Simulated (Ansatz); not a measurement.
Runs of Ansatz 0.2.0 on TaN. Symmetry: Fm-3m, No. 225, cubic system. The conventional cell has a = 4.423 Å, b = 4.423 Å, c = 4.423 Å, α = 90.00°, β = 90.00°, γ = 90.00°. Around Ta (site symmetry m-3m) lie 6 N at 2.21 Å. N (site symmetry m-3m) has 6 Ta at 2.21 Å as nearest neighbours. The cell comes from a database or a generator and needn't be the stable form of this composition.

```csv
task,level,cell,k mesh,cutoff (eV),smearing,basis error allowed,mesh quality,gap on the mesh (eV),pressure (GPa),relaxed volume (Å³/atom)
elastic constants,PBE,as given,7 × 7 × 7,381,fermi-dirac 0.05 eV,0.001 eV/atom,coarse,none,(a),-
single point,PBE,as given,6 × 6 × 6,300,fermi-dirac 0.02 eV,0.004 eV/atom,coarse,none,-0.6,-
relaxation of cell and atoms,BLYP+D4,relaxed,10 × 10 × 10,-,fermi-dirac 0.05 eV,0.001 eV/atom,not flagged,-,0.0,10.82
single point,PBE,as given,10 × 10 × 10,355,gaussian 0.018 eV,0.001 eV/atom,not flagged,none,-1.2,-
relaxation of cell and atoms,PBE+D4,relaxed,10 × 10 × 10,-,fermi-dirac 0.05 eV,0.001 eV/atom,not flagged,-,0.0,10.61
single point,PBE,as given,10 × 10 × 10,355,gaussian 0.012 eV,0.001 eV/atom,not flagged,none,-1.2,-
```

Alike in all rows: potentials or basis all-electron LAPW, scalar-relativistic; no spin polarisation.

Q: Fill in the values left out.

A: (a) -1.3.

Caveats: some runs use coarse meshes; the k mesh is thin for a metal, which can move the energy by tens of meV per atom (some runs); a metal's response needs a denser mesh (some runs); the elastic tensor has a negative eigenvalue, so either the cell is unstable as it stands or the mesh is too thin (some runs).

A k mesh can miss the band edges, and the runs leave out spin-orbit coupling on Ta.

A gap of «none» marks a metal or a gap under the smearing width.
